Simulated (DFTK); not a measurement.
Write the native input for DFTK 0.8.2 that does the following.

| Item | Value |
| --- | --- |
| Task | equation of state |
| Functional | PBEsol |
| Potentials or basis | SG15 1.2 (PBE) |
| Cutoff | 1225 eV |
| k mesh | 9 × 9 × 9 |
| Occupations | fermi-dirac, width 0.05 eV |
| Spin | no spin polarisation |
| Valence electrons | Ir 17 |
| Volume scales | [0.94, 0.96, 0.98, 1.0, 1.02, 1.04, 1.06] |
| SCF tolerance on the density | 1e-06 |

The structure of Ir lies in Ir.cif:

```cif
data_Ir
_cell_length_a 2.70906750
_cell_length_b 2.70906750
_cell_length_c 2.70906750
_cell_angle_alpha 60.00000000
_cell_angle_beta 60.00000000
_cell_angle_gamma 60.00000000
_space_group_name_H-M_alt 'P1'
_space_group_name_Hall 'P 1'
_space_group_IT_number 1
loop_
_space_group_symop_operation_xyz
'x,y,z'
loop_
_atom_site_label
_atom_site_type_symbol
_atom_site_symmetry_multiplicity
_atom_site_Wyckoff_symbol
_atom_site_fract_x
_atom_site_fract_y
_atom_site_fract_z
_atom_site_occupancy
Ir1 Ir 1 a 0.0000000000 0.0000000000 0.0000000000 1
```

One way to write it, as run:

run.jl

```julia
using DFTK
using PseudoPotentialData
using Unitful, UnitfulAtomic
using LinearAlgebra, Printf
include("save.jl")
disable_threading()

lines = readlines("Ir.cif")
tag(name) = parse(Float64, split(only(filter(startswith(name), lines)))[2])
a, b, c = tag.(["_cell_length_a", "_cell_length_b", "_cell_length_c"])
α, β, γ = deg2rad.(tag.(["_cell_angle_alpha", "_cell_angle_beta", "_cell_angle_gamma"]))
cx, cy  = cos(β), (cos(α) - cos(β) * cos(γ)) / sin(γ)
lattice = austrip(1u"Å") * [a b*cos(γ) c*cx; 0 b*sin(γ) c*cy; 0 0 c*sqrt(1 - cx^2 - cy^2)]
sites     = split.(lines[findlast(startswith("_atom_site_"), lines)+1:end])
symbols   = [Symbol(s[2]) for s in sites]
positions = [parse.(Float64, s[5:7]) for s in sites]
pseudopotentials = Dict(:Ir => "Ir.upf")
elements = Dict(s => ElementPsp(s, pseudopotentials; rcut=10.0) for s in unique(symbols))
atoms    = [elements[s] for s in symbols]

build_model(lattice, positions; symmetries=true) =
    model_DFT(lattice, atoms, positions;
              functionals=PBEsol(),
              temperature=austrip(0.05u"eV"),
              smearing=Smearing.FermiDirac(),
              symmetries)
Ecut  = 45.0  # hartree
kgrid = [9, 9, 9]
tol   = 1e-6
to_GPa = ustrip(uconvert(u"GPa", 1u"hartree/bohr^3"))

results["points"] = []
for scale in [0.94, 0.96, 0.98, 1.0, 1.02, 1.04, 1.06]
    println("\n=== scale = ", scale)
    model = build_model(cbrt(scale) * lattice, positions)
    basis = PlaneWaveBasis(model; Ecut, kgrid)
    t0 = time()
    scfres = self_consistent_field(basis;
                                   tol,
                                   nbandsalg=AdaptiveBands(model; n_bands_converge=13))
    seconds = time() - t0
    @printf "SCF: %d iterations, %.1f s\n" scfres.n_iter seconds
    forces = compute_forces_cart(scfres)
    stress = compute_stresses_cart(scfres)
    @printf "V = %.5f Å^3  F = %.8f Ha  max force = %.5f eV/Å  p = %.4f GPa\n" ustrip(auconvert(u"Å^3", model.unit_cell_volume)) scfres.energies.total ustrip(auconvert(u"eV/Å", maximum(norm, forces))) (-tr(stress) / 3 * to_GPa)
    push!(results["points"], save_scf!(scfres; forces, stress, d=Dict{String,Any}("seconds" => seconds, "n_matvec" => get(scfres, :n_matvec, 0))))
end

# third-order Birch-Murnaghan fit in x = V^(-2/3)
V = [0.94, 0.96, 0.98, 1.0, 1.02, 1.04, 1.06] * abs(det(lattice))
E = [p["total"] for p in results["points"]]
x = V .^ (-2 / 3)
c = [x .^ 0 x x .^ 2 x .^ 3] \ E
Δ = c[3]^2 - 3c[2] * c[4]
if Δ > 0
    x0 = (-c[3] + sqrt(Δ)) / 3c[4]
    B0 = 4 / 9 * x0^(7 / 2) * (2c[3] + 6c[4] * x0)
    @printf "V0 = %.4f Å^3  B0 = %.2f GPa\n" ustrip(auconvert(u"Å^3", x0^(-3 / 2))) B0 * to_GPa
end
```

Potentials or basis: SG15 1.2 (PBE).

Command:

```bash
$ julia --threads=1 run.jl  # save.jl only writes the numbers to a file and isn't shown; printed stress counts tension as positive; times include loading and compiling
```

Results of the run:

```yaml
Equilibrium_volume: 14.04 Å³/atom
Bulk_modulus: 390 GPa
Pressure_derivative_of_the_bulk_modulus: 5.0
```

Caveat: the potentials were made for another functional, which shifts forces and pressure.

It took 5.2 min on 1 thread of Intel(R) Xeon(R) 6975P-C (Granite Rapids), on a shared host, peak memory 1.6 GiB.
